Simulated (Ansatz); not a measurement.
Crystal: PbS.

```
CELL_PARAMETERS angstrom
2.11266 1.21975 3.45192
-2.11266 1.21975 3.45192
0.00000 -2.43949 3.45192
ATOMIC_POSITIONS crystal
Pb 0.98057 0.98057 0.98057
S 0.47504 0.47504 0.47504
```

The cell is a database's computed one.

* Program: Ansatz 0.2.0
* Task: relaxation of cell and atoms
* Functional: RPBE
* Dispersion: D3(BJ)
* Potentials or basis: Ansatz PAW
* Cutoff: 420 eV (not typed: the program's choice for these potentials)
* k mesh: 8 × 8 × 8
* Occupations: fermi-dirac, width 0.05 eV
* Spin: no spin polarisation

At the start: volume 26.69 Å³/atom.

Question: How do energy, volume and symmetry change on relaxing?

Answer: It ends after 6 steps and the volume is 21.74 Å³/atom (-18.5 %); space group Fm-3m (No. 225, to 0.05 Å).

The path:
| step | energy change (eV) | largest force (eV/Å) | volume (Å³) |
| --- | --- | --- | --- |
| 1 | 0.0000 | 0.0396 | 53.37 |
| 2 | -0.3845 | 0.1043 | 45.94 |
| 3 | -0.4135 | 0.0002 | 42.38 |
| 4 | -0.4211 | 0.0024 | 43.55 |
| 5 | -0.4212 | 0.0001 | 43.47 |
| 6 | -0.4202 | 0.0001 | 43.47 |

Final structure:
```yaml
crystal:
  lattice:
    - [1.97339, 1.13934, 3.22263]
    - [-1.97339, 1.13934, 3.22263]
    - [0.00000, -2.27868, 3.22263]
  atoms:
    - { symbol: Pb, position: [0.97780, 0.97780, 0.97780] }
    - { symbol: S, position: [0.47780, 0.47780, 0.47780] }
```

Caveat: the volume moved by over 15 % at a fixed basis, so the end points are rough; the plane-wave basis is chosen anew once the cell has moved, so the energies of steps on either side of that aren't comparable; the PAW data sets come from PBE, with cores solved anew for the run's functional, which leaves a small shift of forces and pressure.
